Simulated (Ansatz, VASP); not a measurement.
**Two plane-wave programs on Fe**

```
Fe
1.0
     2.39146    0.00000    0.00000
     0.00000    2.39146    0.00000
     0.00000    0.00000    2.39146
Fe
1
Direct
  0.00000 0.00000 0.00000
```

Alike in both runs: functional revPBE; k mesh 13 × 13 × 13; occupations fermi-dirac, width 0.05 eV; collinear spin.

Ansatz relaxed the structure, and its values are those at the end. VASP's run is a single point on that final structure, the one shown.

|  | VASP | Ansatz |
| --- | --- | --- |
| version | VASP 6.6.1 | Ansatz 0.2.0 |
| potentials or method | VASP PAW PBE potentials, release 64 (Fe) | plane waves (420 eV) with PAW, scalar-relativistic |
| plane-wave cutoff (eV) | 520 | 420 |
| valence electrons in the cell | 8 | 16 |

```csv
,VASP,Ansatz,Ansatz less VASP
pressure (GPa),-0.3,0.0,+0.34
net moment per atom (μB),2.47,2.46,-0.005
size of the moment on the site where the two differ most (μB),2.46,2.45,-0.015
```

Site moments also hang on the region over which each program counts them. The two sets of potentials don't hold the same shells in valence.

Caveats: the PAW data sets were made with another functional, which shifts forces and pressure a little (VASP).
